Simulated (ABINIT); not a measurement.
Set up this calculation in ABINIT 10.8.3 (patched build), as the native input.

```yaml
Task: relaxation of cell and atoms
Functional: PBE
Potentials_or_basis: JTH PAW PBE v2.0
Cutoff: 707 eV
k_mesh: 12 × 12 × 4
Occupations: fermi-dirac, width 0.05 eV
Spin: no spin polarisation
Target_pressure: 5 GPa
Cell_freedom_optcell: 2
Cutoff_smearing_ecutsm_Ha: 0.5
Optimiser_ionmov: 2
Force_stop_Ha/bohr: 0.0002
Fine-grid_cutoff: 1306.15 eV
```

BN:

```xyz
4
Lattice="2.4982 0.0000 0.0000 -1.2491 2.1635 0.0000 0.0000 0.0000 6.6357" Properties=species:S:1:pos:R:3 pbc="T T T"
N     1.2491    0.7212    1.6589
N     0.0000    1.4424    4.9768
B     1.2491    0.7212    4.9768
B     0.0000    1.4424    1.6589
```

These files were run (other wordings do the same):

run.abi

```
# Pseudopotentials
pp_dirpath "./"
pseudos "N.GGA_PBE-JTH.xml, B.GGA_PBE-JTH.xml"

# Structure
acell 3*1.0
rprim
     4.7209893936     0.0000000000     0.0000000000
    -2.3604946968     4.0884967459     0.0000000000
     0.0000000000     0.0000000000    12.5396556452
ntypat 2
znucl 7 5
natom 4
typat 1 1 2 2
xred
     0.6666666667     0.3333333333     0.2500000000
     0.3333333333     0.6666666667     0.7500000000
     0.6666666667     0.3333333333     0.7500000000
     0.3333333333     0.6666666667     0.2500000000
chkprim 0
chksymtnons 0
tolsym 1.0e-6

# Plane-wave basis
ecut 26.0
pawecutdg 48.0
pawxcdev 0
pawovlp -1

# k points
kptopt 1
ngkpt 12 12 4
nshiftk 1
shiftk 0.0 0.0 0.0

# Exchange and correlation
ixc 11

# Bands and occupations
nband 12
occopt 3
tsmear 0.05 eV

# SCF cycle
nstep 100
tolvrs 1.0e-9

# Output
iomode 3
prtwf 0
prtden 0
prteig 0
prtebands 0
enunit 2

# Relaxation
ionmov 2
ntime 60
tolmxf 0.0002
optcell 2
dilatmx 1.08
ecutsm 0.5
strtarget 3*-1.699465e-04 3*0.0
```

Potentials or basis: JTH PAW PBE v2.0.

Run with:

```bash
$ abinit run.abi > log 2>&1
```

It gave:

| Item | Value |
| --- | --- |
| Relaxed volume | 8.62 Å³/atom |
| Relaxed cell | a = 2.502 Å, b = 2.502 Å, c = 6.359 Å, α = 90.00°, β = 90.00°, γ = 120.00° |
| Space group after relaxing (to 0.05 Å) | P6_3/mmc (No. 194) |
| Energy change on relaxing (the enthalpy is what falls) | +8.0 meV/atom |
| Ionic steps | 7 |
| Pressure after relaxing | 5.0 GPa |
| Band gap on the k mesh | 4.17 eV, indirect (least direct gap 4.54 eV) |

Caveat: this functional lacks dispersion, which binds the layers, so the pressure and a relaxed spacing across them are unreliable; the atomic spheres overlap.

It took 3.7 min on 1 thread of Arm Neoverse V1 (shared host), peak memory 0.14 GiB.
